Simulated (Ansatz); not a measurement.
Reactions of C2H5BCl2O, SMILES `CCOB(Cl)Cl`.

Gas-phase electronic energies from Ansatz, PBE0-D4/def2-TZVP geometries. CBS: MP2 limit from def2 TZ/QZ plus the TZ coupled-cluster correction, frozen cores. This one scheme is used for every species. For Ti outer-core shells are correlated without core-valence functions, which leaves a few kJ/mol of doubt a bond. Scalar relativity is left out up to krypton. One conformer a species, not always the lowest.

Order these by ΔE at CCSD(T)/CBS, lowest first. (An estimate is asked.)
A. `CCOB(Cl)Cl` + `[OH][Ti]([F])([SH])[Cl]` → `C[O][Ti]([F])([SH])[Cl]` + `COB(Cl)Cl`
B. `CCOB(Cl)Cl` + CH₄ → `CCOB(C)Cl` + HCl
C. `CCOB(Cl)Cl` + `[Cl][Al]([Cl])[Cl]` → `ClB(Cl)Cl` + `CC[O][Al]([Cl])[Cl]`
D. `CCOB(Cl)Cl` + `FC(F)F` → `FC(F)(F)COB(Cl)Cl` + CH₄
E. `CCOB(Cl)Cl` + H₂ → `COB(Cl)Cl` + CH₄
F. `CCOB(Cl)Cl` + H₂ → `CCOBCl` + HCl

E (-0.54 eV), D (-0.09 eV), A (+0.50 eV), F (+0.60 eV), B (+0.73 eV), C (+0.90 eV).

Largest T1 diagnostic: 0.025, for `[OH][Ti]([F])([SH])[Cl]`, so its coupled-cluster energy is less sure.
